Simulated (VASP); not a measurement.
Input of a VASP 6.6.1 run:

The input INCAR:

```
SYSTEM = Cu
PREC = Accurate
ENCUT = 520
EDIFF = 1E-7
ISMEAR = -1
SIGMA = 0.05
LREAL = .FALSE.
LASPH = .TRUE.
NELM = 100
ALGO = Normal
ISIF = 2
LWAVE = .FALSE.
LCHARG = .FALSE.
GGA = PS
NBANDS = 12
```

Contents of KPOINTS:

```
regular mesh
0
G
  13 13 13
  0 0 0
```

Contents of POSCAR:

```
Cu
1.0
   -1.4427933200      1.4427933200      1.3760814500
    1.4427933200     -1.4427933200      1.3760814500
    1.4427933200      1.4427933200     -1.3760814500
Cu
1
Direct
    0.0000000000      0.0000000000      0.0000000000
```

Potentials or basis: VASP PAW PBE potentials, release 64 (Cu).

Run with:

```console
$ cat potpaw_PBE.64/Cu/POTCAR > POTCAR
$ mpirun -np 1 vasp_std > vasp.out
```

Predict the pressure.

-0.7 GPa.

What does it give for the band gap on the k mesh?

None (metal or under the smearing width).

Stress tensor (GPa, compression positive):
```
-0.65  0.00  0.00
 0.00 -0.65  0.00
 0.00  0.00 -0.75
```

Caveat: the PAW data sets were made with another functional, which shifts forces and pressure a little.
